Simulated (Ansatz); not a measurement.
# CuO: how the free axis answers a strain

CuO, Cccm, a = 4.085 Å, b = 4.101 Å, c = 5.092 Å. This isn't the usual stable structure of the compound. Ansatz: PBEsol, PAW, 420 eV, Γ-centred 10×10×8 mesh on 8 atoms, Gaussian smearing 0.10 eV; no spin polarisation. Series: uniaxial strain along c, with a, b and atoms relaxed; x is the strain in per cent. y is the change of a in per cent of 4.085 Å.

| x (%) | y (%) |
| --- | --- |
| -6.0 | ? |
| -4.0 | 2.08 |
| -2.0 | 1.10 |
| 0.0 | 0.00 |
| 2.0 | -0.77 |
| 4.0 | -1.68 |
| 6.0 | -2.54 |

Question: Fit y = c1 x + c2 x² to the other rows, say what c1 measures, and predict the missing y.

Answer: Least squares on the rows shown. y = −0.4777 x + 0.01058 x². So −c1 = 0.478 is Poisson's ratio for this pair of axes. With a term in x³ added, the coefficient of x becomes -0.4509, 6 % less, which shows how far this figure hangs on the form. At x = -6.0 the fit asked for gives 3.25 %. The run gave 3.05 %, so the fit is 0.20 % too high, 3.6 % of the span of the series, against an rms of 0.09 % on the fitted rows. The row lies outside the fitted range. With a term in x³ added, a fit to the same known rows predicts 3.51 %, further off still.

Spin polarisation was left out, and a magnetic state may lie lower.